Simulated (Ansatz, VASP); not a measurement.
# WSe2 in VASP and in Ansatz

INCAR

```
PREC = Accurate
ENCUT = 520
EDIFF = 1E-6
ISMEAR = 0
SIGMA = 0.05
LREAL = F
LASPH = T
NELM = 60
ALGO = Normal
ISIF = 2
LWAVE = F
LCHARG = F
LDIPOL = T
IDIPOL = 3
DIPOL = 0.5 0.5 0.397
GGA = PE
IVDW = 12
NBANDS = 35
```

The input KPOINTS:

```
regular mesh
0
Gamma
  9 9 1
```

POSCAR

```
WSe2
1.0
    3.2854926884      0.0000000000      0.0000000000
   -1.6427463442      2.8453201321      0.0000000000
    0.0000000000      0.0000000000     24.2386466672
Se W
4 2
Direct
    0.3333333333      0.6666666667      0.1856539295
    0.3333333333      0.6666666667      0.3246601777
    0.6666666667      1.3333333333      0.4694702427
    0.6666666667      1.3333333333      0.6084764909
    0.6666666667      0.3333333333      0.2551570536
    1.0000000000      1.0000000000      0.5389733668
```

Input for Ansatz:

```yaml
crystal:
  lattice:
    - [3.2854926884, 0.0, 0.0]
    - [-1.6427463442, 2.8453201321, 0.0]
    - [0.0, 0.0, 24.2386466672]
  atoms:
    - { symbol: Se, position: [0.3333333333, 0.6666666667, 0.1856539295] }
    - { symbol: W, position: [0.6666666667, 0.3333333333, 0.2551570536] }
    - { symbol: Se, position: [0.3333333333, 0.6666666667, 0.3246601777] }
    - { symbol: Se, position: [0.6666666667, 1.3333333333, 0.4694702427] }
    - { symbol: W, position: [1.0, 1.0, 0.5389733668] }
    - { symbol: Se, position: [0.6666666667, 1.3333333333, 0.6084764909] }
basis:
  ecutwfc: 420
kpoints:
  mp_grid: { grid: [9, 9, 1] }
hamiltonian:
  xc: pbe
  pseudopotentials: { kind: paw, azcp: { folder: soft_1 } }
  dispersion: d3bj
scf:
  occupations: { method: gaussian, width: 0.05 }
output:
  forces: true
  eigenvalues: true
efield:
  axis: 3
  dipole_correction: true
  ramp_width: 0.04
```

Alike in both runs: task single point; functional PBE; dispersion D3(BJ); k mesh 9 × 9 × 1; occupations gaussian, width 0.05 eV; no spin polarisation.

```csv
,VASP,Ansatz
version,VASP 6.6.1,Ansatz 0.2.0
potentials or method,"VASP PAW PBE potentials, release 64 (Se, W_sv)","scalar-relativistic, plane waves, PAW"
plane-wave cutoff (eV),520,420
valence electrons in the cell,52,92
```

```csv
,VASP,Ansatz,Ansatz less VASP
gap on the k mesh at the Fermi level (eV),1.56,1.56,-0.001
least direct gap on the mesh (eV),1.64,1.65,+0.004
rms of the force components (eV/Å),0.047,0.030,-0.0162
```

The two sets of potentials don't hold the same shells in valence.

Caveats: spin-orbit coupling is left out, which moves the levels of the heavy elements.
